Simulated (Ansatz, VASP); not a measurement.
# Two plane-wave programs on Al

INCAR

```
SYSTEM = Al
ALGO = Fast
EDIFF = 1E-7
ENCUT = 520
GGA = PS
ISIF = 2
ISMEAR = 0
IVDW = 12
LASPH = .True.
LCHARG = .False.
LREAL = .False.
LWAVE = .False.
NBANDS = 8
NELM = 100
PREC = Accurate
SIGMA = 0.15
```

KPOINTS

```
k-points
0
Gamma
  26 26 26
  0 0 0
```

File POSCAR:

```
Al
1.0
    0.0000000000      1.9812776140      1.7831498526
    1.9812776140      0.0000000000      1.7831498526
    1.9812776140      1.9812776140      0.0000000000
Al
1
Direct
    0.0000000000      0.0000000000      0.0000000000
```

Input for Ansatz:

```yaml
crystal:
  lattice:
    - [0.0, 1.981277614, 1.7831498526]
    - [1.981277614, 0.0, 1.7831498526]
    - [1.981277614, 1.981277614, 0.0]
  atoms:
    - { symbol: Al, position: [0.0, 0.0, 0.0] }
basis:
  ecutwfc: 420
kpoints:
  mp_grid: { grid: [26, 26, 26] }
hamiltonian:
  xc: pbesol
  dispersion: d3bj
scf:
  occupations: { method: gaussian, width: 0.15 }
output:
  forces: true
  stress: true
  eigenvalues: true
```

Change from the starting cell: strain -0.1000 x Voigt [0, 0, 1, 0, 0, 0], atoms carried along.

Alike in both runs: task single point; functional PBEsol; dispersion D3(BJ); k mesh 26 × 26 × 26; occupations gaussian, width 0.15 eV; no spin polarisation.

|  | VASP | Ansatz |
| --- | --- | --- |
| version | VASP 6.6.1 | Ansatz 0.2.0 |
| potentials or method | VASP PAW PBE potentials, release 64 (Al) | scalar-relativistic, plane waves, PAW |
| plane-wave cutoff (eV) | 520 | 420 |
| valence electrons in the cell | 3 | 3 |

```csv
,VASP,Ansatz,Ansatz less VASP
gap on the k mesh at the Fermi level (eV),none,none,-
pressure (GPa),13.0,12.8,-0.14
largest component of the traceless stress (GPa),5.77,5.76,-0.018
```

A gap of «none» marks a metal or a gap that the smearing closes.

Caveats: the PAW data sets were made with another functional, which shifts forces and pressure a little (VASP); pairwise dispersion overbinds metals, which lowers pressure and volume.
